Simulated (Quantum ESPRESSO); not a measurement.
Runs of Quantum ESPRESSO 7.5 on CaO. It takes space group Fm-3m (No. 225, cubic). Conventional cell: a = 4.807 Å, b = 4.807 Å, c = 4.807 Å, α = 90.00°, β = 90.00°, γ = 90.00°. Around Ca (site symmetry m-3m) lie 6 O at 2.40 Å. Around O (site symmetry m-3m) lie 6 Ca at 2.40 Å. The cell is a database's computed one.

```csv
task,level,potentials or basis,spin,cutoff (eV),smearing,mixing beta,dos occupations,form of the LDA correlation,gap on the mesh (eV),pressure (GPa),V0 of scaled cells (Å³/atom),B0 (GPa)
projected density of states,vdW-DF2,JTH 2.0 PBE,"collinear, ferromagnetic start",490,methfessel-paxton 0.2 eV,0.3,tetrahedra_opt,-,3.73,-,-,-
band structure,PBEsol,GBRV 1.5 PBEsol,off,612,fermi-dirac 0.05 eV,0.5,-,-,3.56,-2.7,-,-
band structure,rev-vdW-DF2,PseudoDojo 0.4.1 SR PBE standard,off,1143,fermi-dirac 0.05 eV,0.5,-,-,3.63,-1.0,-,-
equation of state,optB88-vdW,PseudoDojo 0.4.1 SR PBE standard,off,1143,fermi-dirac 0.05 eV,0.5,-,-,-,-,(a),113
equation of state,AM05,PseudoDojo 0.4.1 SR PBE standard,off,1143,fermi-dirac 0.05 eV,0.5,-,-,-,-,13.65,111
band structure,LDA,JTH 2.0 LDA,off,490,fermi-dirac 0.05 eV,0.5,-,PW92,(b),-,-,-
```

Alike in all rows: cell as given; k mesh 10 × 10 × 10.

Question: Estimate the missing entries.

Answer: (a) 13.82; (b) 3.48.

Caveats: the potentials were made for another functional, which shifts forces and pressure (some runs); the cutoff is low for these files, which shifts pressure and relaxed volume (some runs); this smearing can shift energies of a crystal with a gap (some runs).

A k mesh can miss the band edges.
